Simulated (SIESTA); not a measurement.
The system is WC (Qusongite).

```xyz
2
Lattice="2.9065 0.0000 0.0000 -1.4532 2.5171 0.0000 0.0000 0.0000 2.8366" Properties=species:S:1:pos:R:3 pbc="T T T"
W     0.0000    0.0000    0.0000
C     1.4533    0.8390    1.4183
```

Base run:

* Program: SIESTA 5.4.2
* Functional: PBE
* Potentials or basis: PseudoDojo 0.4 standard (PBE files)
* Basis: DZP (energy shift 0.002 Ry)
* Grid cutoff: 800 Ry
* Energy shift: 0.002 Ry
* k mesh: 10 × 10 × 9
* Occupations: fermi-dirac, width 0.05 eV
* Spin: no spin polarisation

Its results: band gap on the k mesh none (metal or under the smearing width); pressure 11.3 GPa.

Question: The run is repeated on the same cell with these changes: basis from DZP (energy shift 0.002 Ry) to SZ (energy shift 0.01 Ry); energy shift from 0.002 Ry to 0.01 Ry. What comes out?

Answer: Band gap on the k mesh none (metal or under the smearing width); pressure -1.1 GPa.

Caveats: the basis of atomic orbitals isn't converged, which shifts pressures, moduli and gaps; semicore shells carry a single zeta, which can move pressures by several GPa and volumes by a few percent (some runs); the basis has no polarisation orbitals (some runs); short orbitals over semicore shells can move pressures by several GPa (some runs).

Not every run made on this cell is shown here.
